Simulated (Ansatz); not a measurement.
Relaxed BaSnO₃ (cubic perovskite):

```xyz
5
Lattice="4.1305 0.0000 0.0000 0.0000 4.1305 0.0000 0.0000 0.0000 4.1305" Properties=species:S:1:pos:R:3 pbc="T T T"
Ba     0.0000     0.0000     0.0000
Sn     2.0653     2.0653     2.0653
O      0.0000     2.0653     2.0653
O      2.0653     2.0653     0.0000
O      2.0653     0.0000     2.0653
```

In each cell atom 5 (O, nearest neighbour Sn at 2.065 Å; its periodic images, 4.1 Å or more away, move with it) moves by s·(1.000, 0.000, 0.000) (along Cartesian x), the rest being held.

Method: r2SCAN (plane waves to 500 eV, PAW, scalar-relativistic; Ansatz, a first-principles code). k mesh 7×7×7 (Γ-centred), Fermi-Dirac smearing 0.05 eV. Energies are smeared free energies. BaSnO3 was relaxed with its symmetry unable to fall. The PAW data are Ansatz's earlier set. ΔE is measured from the undisplaced structure.

The scan covers s from -0.410 to 0.410 Å in 11 points.

### Question
Is this a single well or a double well?

### Answer
A single well with its minimum at or next to zero displacement.

### Question
Is the energy the same for equal positive and negative displacements?

### Answer
Even: the same for both signs. With its periodic images moving along, the atom's site symmetry in this cell is 4/mmm.

### Question
What force acts on the atom along the line at s = -0.410 Å?

### Answer
1.74 eV/Å.

### Question
What is the force constant k = d²E/ds² of this move at s = 0?

### Answer
3.47 eV/Å².

(For displaced atoms, the force is minus the slope of the energy, and its curvature is a force constant, which sets phonon frequencies.)
